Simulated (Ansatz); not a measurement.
# Scan of one atom of the cell for ZrO2 (fluorite)

ZrO$_{2}$ (fluorite)

```xyz
6
Lattice="0.0000 5.1159 5.1159 2.5579 0.0000 2.5579 2.5579 2.5579 0.0000" Properties=species:S:1:pos:R:3 pbc="T T T"
Zr     0.0000     0.0000     0.0000
Zr     0.0000     2.5579     2.5579
O      1.2790     1.2790     1.2790
O      1.2790     3.8369     3.8369
O      3.8369     3.8369     3.8369
O      3.8369     6.3948     6.3948
```

Scan: atom 1 (Zr, nearest neighbour O at 2.215 Å; its periodic images, 3.6 Å or more away, move with it) is displaced towards the nearest neighbour, direction (0.577, -0.577, -0.577) in Cartesian axes, by s. The other atoms stay.

The numbers are results of PBE (plane waves to 420 eV, PAW, scalar-relativistic; Ansatz, an electronic-structure program), not measurements. k mesh 9×9×9 (Γ-centred), Fermi-Dirac smearing 0.05 eV. Energies are smeared free energies. Compression counts positive. Left out: 4 of 11 points, with atoms too close for the PAW data. F∥ is the force on the atom along that direction. This is a high-temperature form of ZrO2. ZrO2 is run without spin polarisation. ZrO2 was relaxed with its symmetry unable to fall. ΔE is measured from the undisplaced structure.

```tsv
s (Å)	ΔE (meV/cell)	F∥ (eV/Å)	P (GPa)
-0.396	1637	9.995	11.1
-0.264	646	5.369	4.6
-0.132	150	2.327	1.1
0.000	0	0.000	0.0
0.132	150	-2.327	1.1
0.264	646	-5.369	4.6
0.396	1637	-9.995	11.1
```

Read from the data:

The energy at s = 0.396 Å comes out as 1637 meV/cell and the force along the line at s = -0.396 Å is 10.00 eV/Å. The force constant k = d²E/ds² at s = 0 (finite differences) is 16.7 eV/Å². Symmetry of the curve: even: the same for both signs. Shape of the curve: a single well with its minimum at or next to zero displacement. Harmonic estimate at the end of the scan: ½ks² = 1312 meV/cell against the computed 1637 meV/cell, so the well is stiffer than harmonic there.

(A displaced cell: forces are minus the slopes of the energy, force constants its curvatures, and phonons follow from these.)
